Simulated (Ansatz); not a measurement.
input.yaml

```yaml
crystal:
  lattice:
    - [0.0, 2.6033621391, 2.6033621391]
    - [2.6033621391, 0.0, 2.6033621391]
    - [2.6033621391, 2.6033621391, 0.0]
  atoms:
    - { symbol: Hf, position: [0.0, 0.0, 0.0] }
    - { symbol: O, position: [0.25, 0.25, 0.25] }
    - { symbol: O, position: [0.75, 0.75, 0.75] }
basis:
  ecutwfc: 420
kpoints:
  mp_grid: { grid: [8, 8, 8] }
hamiltonian:
  xc: pbesol
scf:
  occupations: { method: gaussian, width: 0.02 }
output:
  forces: true
  stress: true
  eigenvalues: true
```

Run as
```bash
ansatz run input.yaml --threads 1 --pin off --max-ram 2560MiB --backend cpu --events-out ev --progress --plain --runs-dir out
```

All numbers below come from DFT PBEsol, scalar-relativistic, plane waves, PAW in Ansatz.

Part of what the program printed, abridged:

```
Pseudopotentials: kind: paw
Pseudopotential: Hf, paw, valence charge 26, recommended cutoff 420 eV (normal)
Pseudopotential: O, paw, valence charge 6, recommended cutoff 420 eV (normal)
Functional definition: PBEsol
Crystal: 3 atoms, lattice volume = 35.289 Å³
Basis set: ecut = 420 eV, 701 PW (Γ), exchange–correlation on 50×50×50 points (8 copies of the dense FFT grid, shifted against one another)
Bands: 23, of which v1, the nominal top of the filled ones, is band 19 counted from 1 (18 counted from 0)
Symmetry: 48 space group operations
Space group: Fm-3m (ITA 225), of the structure as read, at distance tolerance 3.3e-5 Å
k-points: 29 of 512
Initial density: superposition of atomic densities (neutral atoms: chi_scale 0, normalization atom), corrected by the library's trained network
Initial wavefunctions: pseudopotential atomic-orbital guess
Functional: x = pbesol(κ = 0.804, μ = 0.12345679), c = pbesol(β = 0.046)
SCF iter   1: F=—  HF=-16724.868286 eV  |F-HF|=—  |Δ(HF+E_count)|=         —  Δρ=1.66e-2  dr2=8.08e-2  ethr=1.77e-3  ⟨swp⟩=4.9  Hψ=2453  notcnv=0
SCF iter   2: F=—  HF=-16724.859253 eV  |F-HF|=—  |Δ(HF+E_count)|=   9.03e-3  Δρ=1.16e-2  dr2=4.02e-2  ethr=2.13e-4  ⟨swp⟩=2.0  Hψ=1448  notcnv=0
SCF iter   3: F=—  HF=-16724.848838 eV  |F-HF|=—  |Δ(HF+E_count)|=   1.04e-2  Δρ=1.25e-3  dr2=2.66e-4  ethr=1.06e-4  ⟨swp⟩=2.0  Hψ=1144  notcnv=0
SCF iter   4: F=—  HF=-16724.849018 eV  |F-HF|=—  |Δ(HF+E_count)|=   1.80e-4  Δρ=5.03e-4  dr2=2.92e-5  ethr=7.00e-7  ⟨swp⟩=2.0  Hψ=1158  notcnv=0
SCF iter   5: F=—  HF=-16724.849094 eV  |F-HF|=—  |Δ(HF+E_count)|=   7.60e-5  Δρ=1.52e-4  dr2=2.46e-6  ethr=7.68e-8  ⟨swp⟩=2.1  Hψ=1173  notcnv=0
SCF iter   6: F=-16724.849098 eV  HF=-16724.849098 eV  |F-HF|=3.57e-9  |Δ(HF+E_count)|=   4.69e-6  Δρ=9.55e-6  dr2=1.72e-8  ethr=2.63e-10  ⟨swp⟩=3.7  Hψ=2986  notcnv=0
SCF 1 converged in 6 iterations: F = -16724.849098 eV  dr2 = 1.72e-8
SCF converged after 6 iterations
Free energy (F): -16724.849098 eV
Harris-Foulkes:  -16724.849098 eV  (|F-HF|=3.57e-9)
Internal energy: -16724.849098 eV  (E = F + TS)
E sigma→0 (E₀):  -16724.849098 eV
Fermi energy:    16.067459 eV
--- Per-component energies (eV) ---
  E_band       = -15.518535
  E_kinetic    = 763.210990
  E_local      = -5967.060985  (includes V_loc(G=0)·N_el)
  E_nonlocal   = -1142.080539
  E_hartree    = 2712.695687
  E_xc         = -441.235788
  E_vxc        = -450.232089  (∫ρ·V_xc dr)
  E_paw        = -7108.992087  (= ΣΔE_a)
  E_vpaw       = 1355.256620  (= ΣTr[D̂ρ^β])
  E_aug_tail   = 0.004911  (compensation charges beyond the density's cutoff)
  E_ewald      = -5542.712956
  E_core_change = 1.321667  (= ΣΔE_core)
  E_smearing   =  0.000000  (= −TS)
--- Forces (eV/Å), atoms counted from 1 ---
  atom   1  Hf     0.00000000     0.00000000     0.00000000
  atom   2  O      0.00000000     0.00000000     0.00000000
  atom   3  O      0.00000000     0.00000000     0.00000000
--- Stress (GPa, compression-positive) ---
      -20.633935       0.000000       0.000000
        0.000000     -20.633935       0.000000
        0.000000       0.000000     -20.633935
  P = ⅓ Tr σ = -20.6339 GPa (-206.339 kbar)
--- Band table (eV; the first three rows and the last of 29) ---
  k-point 0: bands = ["-47.0166", "-15.5245", "-15.5245", "-15.5245", "-3.8967", "-1.3381", "3.0506", "3.0506", "3.0506", "3.1032", "3.1032", "3.1032", "3.2802", "9.3726", "9.3726", "9.3726", "13.7505", "13.7505", "13.7505", "17.9388", "17.9388", "19.3226", "23.8051"]
  k-point 1: bands = ["-47.0153", "-15.5719", "-15.5299", "-15.5299", "-3.7241", "-1.4590", "3.0529", "3.0529", "3.0538", "3.0991", "3.0991", "3.1033", "3.2457", "9.5126", "9.5126", "9.7456", "13.2817", "13.4871", "13.4871", "18.1896", "18.1896", "19.9479", "23.1924"]
  k-point 2: bands = ["-47.0122", "-15.6831", "-15.5428", "-15.5428", "-3.3049", "-1.7218", "3.0578", "3.0578", "3.0636", "3.0909", "3.0909", "3.1036", "3.1813", "9.8576", "9.8576", "10.6143", "12.3806", "12.9972", "12.9972", "18.5658", "18.5658", "20.7035", "22.6672"]
  k-point 28: bands = ["-47.0047", "-15.7339", "-15.7339", "-15.6156", "-2.2095", "-2.2095", "3.0716", "3.0758", "3.0798", "3.0798", "3.0824", "3.0937", "3.0937", "9.3174", "9.5468", "11.8924", "11.8924", "13.0063", "14.1481", "18.7649", "19.0518", "20.7069", "20.7069"]
```

The run converged.

The run took 1.7 s on 1 thread of Arm Neoverse V1, on a shared host, peak memory 0.29 GiB.

Spin–orbit coupling is left out, which can shift energies with elements as heavy as these.